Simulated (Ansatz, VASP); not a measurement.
Co: VASP beside Ansatz

```
Co
1.0
     2.45642    0.00000    0.00000
    -1.22821    2.12732    0.00000
     0.00000    0.00000   22.95426
Co
4
Direct
  0.33333 0.66667 0.37030
  0.66667 0.33333 0.45677
  0.33333 0.66667 0.54528
  0.66667 0.33333 0.62896
```

Alike in both runs: functional PBEsol; k mesh 12 × 12 × 1; occupations gaussian, width 0.1 eV; collinear spin.

Ansatz relaxed the structure, and its values are those at the end. VASP's run is a single point on that final structure, the one shown.

|  | VASP | Ansatz |
| --- | --- | --- |
| version | VASP 6.6.1 | Ansatz 0.2.0 |
| potentials or method | VASP PAW PBE potentials, release 64 (Co) | scalar-relativistic, plane waves, PAW |
| plane-wave cutoff (eV) | 520 | 420 |
| valence electrons in the cell | 36 | 68 |

|  | VASP | Ansatz | Ansatz less VASP |
| --- | --- | --- | --- |
| gap on the k mesh at the Fermi level (eV) | none | none | - |
| rms of the force components (eV/Å) | 0.179 | 0.176 | -0.0032 |
| net moment per atom (μB) | 1.67 | 1.68 | +0.017 |
| size of the moment on the site where the two differ most (μB) | 1.64 | 1.71 | +0.070 |
| work function, face that differs most (eV) | 5.10 | 5.12 | +0.022 |

Site moments also hang on the region over which each program counts them. A gap of «none» marks a metal or a gap that the smearing closes. The two sets of potentials don't hold the same shells in valence. Ansatz warned: «xc_potential_rough_in_thin_density».

Caveats: the PAW data sets were made with another functional, which shifts forces and pressure a little (VASP).
